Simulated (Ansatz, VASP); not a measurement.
**La: VASP beside Ansatz**

File INCAR:

```
PREC     = Accurate       # precision mode
ENCUT    = 520            # plane-wave cutoff, eV
EDIFF    = 1E-7           # SCF threshold, eV
ISMEAR   = -1             # smearing method
SIGMA    = 0.1            # smearing width, eV
LREAL    = False          # projectors in reciprocal space
LASPH    = True           # aspherical terms in the spheres
NELM     = 80             # most SCF steps
ALGO     = Normal         # electronic algorithm
ISIF     = 2              # what is computed and relaxed
LWAVE    = False          # write WAVECAR
LCHARG   = False          # write CHGCAR
GGA      = PS             # functional
NBANDS   = 12             # bands
```

Contents of KPOINTS:

```
regular mesh
0
Gamma
  11 11 11
```

File POSCAR:

```
La
1.0
    3.2645508456      0.0000000000      0.0000000000
    0.0000000000      3.2645508456      0.0000000000
    0.0000000000      0.0000000000      3.2645508456
La
1
Direct
    0.0000000000      0.0000000000      0.0000000000
```

Input for Ansatz:

```yaml
crystal:
  lattice:
    - [3.2645508456, 0.0, 0.0]
    - [0.0, 3.2645508456, 0.0]
    - [0.0, 0.0, 3.2645508456]
  atoms:
    - { symbol: La, position: [0.0, 0.0, 0.0] }
hamiltonian:
  xc: pbesol
  pseudopotentials:
    kind: paw
    azcp:
      La: "pseudopotentials/La.paw.azcp"
basis:
  ecutwfc: 420
  fft_grid_basis: typed
kpoints:
  mp_grid: { grid: [11, 11, 11], shift: [0, 0, 0] }
magnetization:
  spin_polarized: false
scf:
  occupations: { method: fermi_dirac, width: 0.1 }
  lower_state_search: "off"
output:
  stress: true
```

Alike in both runs: task single point; functional PBEsol; k mesh 11 × 11 × 11; occupations fermi-dirac, width 0.1 eV; no spin polarisation.

|  | VASP | Ansatz |
| --- | --- | --- |
| version | VASP 6.6.1 | Ansatz 0.2.0 |
| potentials or method | VASP PAW PBE potentials, release 64 (La) | plane waves (420 eV) with PAW, scalar-relativistic |
| plane-wave cutoff (eV) | 520 | 420 |
| valence electrons in the cell | 11 | 11 |

|  | VASP | Ansatz | Ansatz less VASP |
| --- | --- | --- | --- |
| pressure (GPa) | -0.9 | -1.0 | -0.11 |

With one functional, cell and mesh, what is left measures potentials, basis and numerics. Ansatz warned: «pseudo_functional_mismatch».

Caveats: the PAW data sets were made with another functional, which shifts forces and pressure a little (VASP). Spin-orbit coupling is left out, which matters for the levels of La.
